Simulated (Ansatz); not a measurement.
SiNi (Pnma), clamped-ion strain scan

These are results of DFT PBEsol, scalar-relativistic, plane waves, PAW in Ansatz 0.2.0, not measurements. Cutoff 420 eV, Γ-centred 8×12×8 k-points, Gaussian smearing of 0.15 eV. No spin polarisation. A magnetic state may lie lower. Energies are free energies at this smearing, counted from the undisturbed cell; pressure is positive in compression.

Zero of the scan (relaxed at this level):

```
Si Ni
1.0
     5.08783    0.00000    0.00000
     0.00000    3.35777    0.00000
     0.00000    0.00000    5.52783
Si Ni
4 4
Direct
  0.32143 0.75000 0.08656
  0.17857 0.25000 0.58656
  0.82143 0.75000 0.41344
  0.67857 0.25000 0.91344
  0.00930 0.25000 0.18739
  0.49070 0.75000 0.68739
  0.50930 0.25000 0.31261
  0.99070 0.75000 0.81261
```

The cell is strained by ε times the Voigt pattern (0, 1, 0, 0, 0, 0) (xx, yy, zz, yz, xz, xy; engineering shear) with fractional coordinates fixed. The cell is metallic on the mesh throughout.

| ε | ΔE (meV/atom) | stress summed along the pattern (GPa, tension positive) | pressure (GPa) |
| --- | --- | --- | --- |
| -0.0200 | 4.6 | -6.14 | 4.2 |
| -0.0150 | 2.6 | -4.62 | 3.1 |
| -0.0100 | 1.2 | -3.10 | 2.0 |
| -0.0050 | 0.3 | -1.60 | 1.0 |
| 0.0000 | 0.0 | -0.12 | 0.0 |
| 0.0050 | 0.2 | 1.33 | -0.9 |
| 0.0100 | 1.0 | 2.74 | -1.9 |
| 0.0150 | 2.2 | 4.13 | -2.8 |
| 0.0175 | 3.1 | 4.80 | -3.2 |
| 0.0200 | 4.0 | 5.47 | -3.6 |